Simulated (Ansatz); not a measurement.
# GaN: the cost of one run

Method: DFT r2SCAN, scalar-relativistic, plane waves, PAW, in Ansatz 0.2.0.

2 further runs of the same task are left out: 2 set aside as unsound or not needed.

## Step 1: The starting structure

It takes space group P6_3/mmc (No. 194, hexagonal). Conventional cell: a = 2.501 Å, b = 2.501 Å, c = 6.874 Å, α = 90.00°, β = 90.00°, γ = 120.00°. B (site symmetry -6m2) has 3 N at 1.44 Å as nearest neighbours. Around N (site symmetry -6m2) lie 3 B at 1.44 Å.

Coordinates:

```xyz
4
Lattice="2.5009 0.0000 0.0000 -1.2505 2.1659 0.0000 0.0000 0.0000 6.8743" Properties=species:S:1:pos:R:3 pbc="T T T"
B     0.0000    1.4439    1.7186
B     1.2505    0.7220    5.1557
N     0.0000    1.4439    5.1557
N     1.2505    0.7220    1.7186
```

It goes back to an entry of the Materials Project.

It is the result of an earlier relaxation at this level (volume 9.31 Å³/atom; gap on the mesh: 4.89 eV).

## Step 2: Swap B → Ga

The start of GaN: fractional positions of relaxed BN, cell scaled by 1.146, a guess from tabulated radii.

## Step 3: Quick check of gap, pressure and forces (GaN)

Contents of input.yaml:

```yaml
crystal:
  lattice:
    - [2.865384172, 0.0, 0.0]
    - [-1.432692086, 2.4814954845, 0.0]
    - [0.0, 0.0, 7.8760380704]
  atoms:
    - { symbol: Ga, position: [0.3333333333, 0.6666666667, 0.25] }
    - { symbol: Ga, position: [0.6666666667, 0.3333333333, 0.75] }
    - { symbol: "N", position: [0.3333333333, 0.6666666667, 0.75] }
    - { symbol: "N", position: [0.6666666667, 0.3333333333, 0.25] }
basis:
  ecutwfc: 500
kpoints:
  mp_grid: { grid: [6, 6, 2] }
hamiltonian:
  xc: r2scan
scf:
  occupations: { method: gaussian, width: 0.1 }
output:
  forces: true
  stress: true
  eigenvalues: true
```

Started as:

```sh
ansatz run input.yaml --threads 1 --pin off --max-ram 2560MiB --backend cpu --events-out ev --progress --plain --runs-dir out
```

Q: Estimate wall time and peak memory on 1 thread of Oxide Virtual Turin-like (Zen 5), shared host.

About 3.9 s, with a peak of 0.5 GiB.
